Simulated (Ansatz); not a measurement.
CdTe:

```xyz
2
Lattice="0.0000 3.2050 3.2050 3.2050 0.0000 3.2050 3.2050 3.2050 0.0000" Properties=species:S:1:pos:R:3 pbc="T T T"
Te    4.8075    4.8075    4.8075
Cd    0.0000    0.0000    0.0000
```

Base run:

* Program: Ansatz 0.2.0
* Functional: PBE
* Potentials or basis: all-electron LAPW, scalar-relativistic
* Cutoff: 260 eV (chosen from the basis error)
* Basis error allowed: 0.001 eV/atom
* k mesh: 7 × 7 × 7
* Occupations: gaussian, width 0.024 eV
* Spin: no spin polarisation

Its results: band gap on the k mesh 0.87 eV, direct; pressure 4.3 GPa.

Question: The run is repeated on the same cell with these changes: functional from PBE to LDA; occupations from gaussian, width 0.024 eV to gaussian, width 0.05 eV. What comes out?

Answer: Band gap on the k mesh 0.61 eV, direct; pressure 0.0 GPa.

Caveats: spin-orbit coupling is left out, which moves the levels of the heavy elements.

